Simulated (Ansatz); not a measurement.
The system is SiO2.

```
Si O
1.0
     5.06052    0.00000    0.00000
    -2.53026    4.38254    0.00000
     0.00000    0.00000    5.54135
Si O
3 6
Cartesian
  2.5303 0.0000 0.0000
  1.2651 2.1913 3.6942
  -1.2651 2.1913 1.8471
  -0.9468 3.4683 0.9236
  0.0000 1.8284 2.7707
  1.5835 0.9142 4.6178
  3.4770 0.9142 0.9236
  2.5303 2.5541 2.7707
  0.9468 3.4683 4.6178
```

The cell comes from a database or a generator and needn't be the stable form of this composition.

```yaml
Program: Ansatz 0.2.0
Task: single point
Functional: PBE
Potentials_or_basis: Ansatz PAW
Cutoff: "420 eV (not typed: the program's choice for these potentials)"
k_mesh: 6 × 6 × 5
Occupations: fermi-dirac, width 0.05 eV
Spin: no spin polarisation
```

On this cell: pressure 5.0 GPa; largest force 0.248 eV/Å; band gap on the k mesh 5.71 eV, indirect (least direct gap 5.91 eV).

The same run follows on a disturbed copy (atoms moved at random, drawn with an rms of 0.05 Å):

```
Si O
1.0
     5.06052    0.00000    0.00000
    -2.53026    4.38254    0.00000
     0.00000    0.00000    5.54135
Si O
3 6
Direct
  0.50288 0.99675 0.99721
  0.50824 0.50280 0.66394
  0.00324 0.50177 0.33642
  0.20755 0.77955 0.17453
  0.20682 0.41507 0.50556
  0.41730 0.21100 0.82770
  0.80260 0.21799 0.15824
  0.77796 0.59101 0.49798
  0.58761 0.79657 0.82894
```

Task: What changes?

Result: The energy moves by +46.5 meV/atom; pressure 5.9 GPa; largest force 5.502 eV/Å; band gap on the k mesh 5.64 eV, indirect (least direct gap 5.84 eV).

Forces on the atoms (eV/Å):
```
Si  -1.109  0.768  0.751
Si  -3.121 -0.600  1.783
Si  -1.240 -1.420  1.482
O    1.109  3.148 -2.184
O   -0.626 -0.216  0.001
O    0.612 -1.389  1.239
O   -0.439 -0.697  0.054
O    4.491  0.564 -3.128
O    0.323 -0.158  0.001
```

Stress tensor (GPa, compression positive):
```
 4.77  1.64 -2.85
 1.64  6.72 -2.30
-2.85 -2.30  6.25
```

Caveats: odd divisions of the mesh miss points on the zone boundary, where band edges often lie, so the gap on the mesh can be too wide.

A k mesh can miss the band edges.
